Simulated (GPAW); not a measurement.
The system is BaTiO3.

```
CELL_PARAMETERS angstrom
3.99980 0.00000 0.00000
0.00000 3.99980 0.00000
0.00000 0.00000 4.01800
ATOMIC_POSITIONS crystal
Ba 0.00000 0.00000 0.00000
Ti 0.50000 0.50000 0.49000
O 0.00000 0.50000 0.51700
O 0.50000 0.00000 0.51700
O 0.50000 0.50000 0.01900
```

```yaml
Program: GPAW 26.7.0
Task: relaxation of cell and atoms
Functional: PBEsol
Potentials_or_basis: PAW data sets generated in the run's folder for this functional
Cutoff: 800 eV
Basis: pw
k_mesh: 5 × 5 × 5
Occupations: fermi-dirac, width 0.05 eV
Spin: no spin polarisation
```

At the start: pressure -2.4 GPa; volume 12.86 Å³/atom.

Task: Where does the relaxation end?

Result: Over 13 steps the energy falls by 2.4 meV/atom and the volume is 12.76 Å³/atom (-0.7 %); space group P4mm (No. 99, to 0.05 Å).

The path:
```tsv
step	energy change (eV)	largest force (eV/Å)	pressure (GPa)	volume (Å³)
1	0.0000	0.2906	-2.35	64.28
2	-0.0029	0.2331	-1.99	64.18
3	-0.0086	0.0902	-0.04	63.66
4	-0.0089	0.0455	-0.20	63.69
5	-0.0096	0.0200	-0.24	63.67
6	-0.0101	0.0643	-0.04	63.58
7	-0.0104	0.0645	0.23	63.50
8	-0.0105	0.0446	0.41	63.46
9	-0.0106	0.0188	0.51	63.45
10	-0.0110	0.0201	0.54	63.50
11	-0.0116	0.0358	0.39	63.61
12	-0.0121	0.0240	0.11	63.75
13	-0.0122	0.0151	-0.04	63.81
```

Final structure:
```xyz
5
Lattice="3.9680 0.0000 0.0000 0.0000 3.9680 0.0000 0.0000 0.0000 4.0525" Properties=species:S:1:pos:R:3 pbc="T T T"
Ba    0.0000    0.0000   -0.0020
Ti    1.9840    1.9840    1.9611
O     0.0000    1.9840    2.0922
O     1.9840    0.0000    2.0922
O     1.9840    1.9840    0.1100
```

Caveat: later steps reuse the first step's grids.
